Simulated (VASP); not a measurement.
Set up this calculation in VASP 6.6.1, as the native input.

| Property | Result |
| --- | --- |
| Task | relaxation of the atoms |
| Functional | PBE |
| Potentials or basis | VASP PAW PBE potentials, release 64 (Sn) |
| Cutoff | 300 eV |
| k mesh | 5 × 5 × 5 |
| Occupations | gaussian, width 0.03 eV |
| Spin | no spin polarisation |
| Further INCAR settings | ALGO = Fast; EDIFF = 1e-07; IBRION = 2; EDIFFG = -0.01; NSW = 40 |

The structure of Sn lies in POSCAR:

```
Sn                                      
1.0
    0.0000000000      3.3539344084      3.3539344084
    3.3539344084      0.0000000000      3.3539344084
    3.3539344084      3.3539344084      0.0000000000
  Sn            
     2
Direct
     0.0000000000000000    0.0000000000000000    0.0000000000000000
     0.2500000000000000    0.2500000000000000    0.2500000000000000
```

This isn't the form of Sn at room conditions, which is tetragonal (white tin).

The cell isn't the ideal one: a relaxed cell with its volume scaled by 1.02.

One way to write it, as run:

INCAR

```
SYSTEM = Sn
ALGO = Fast
EDIFF = 1E-7
EDIFFG = -0.01
ENCUT = 300
GGA = PE
IBRION = 2
ISIF = 2
ISMEAR = 0
LASPH = .True.
LCHARG = .False.
LREAL = .False.
LWAVE = .False.
NELM = 80
NSW = 40
PREC = Accurate
SIGMA = 0.03
```

KPOINTS

```
k-points
0
Gamma
  5 5 5
  0 0 0
```

Potentials or basis: VASP PAW PBE potentials, release 64 (Sn).

Run with:

```bash
$ cat potpaw_PBE.64/Sn/POTCAR > POTCAR
$ mpirun -np 1 vasp_std > vasp.out
```

It gave:

The pressure after relaxing is -0.7 GPa and the band gap on the k mesh is none (metal or under the smearing width).

Caveat: the relaxation stopped at its first step, so nothing moved.

It took 6.9 s on 1 thread of Intel(R) Xeon(R) Platinum 8488C (Sapphire Rapids), with other jobs on the host, peak memory 0.14 GiB.
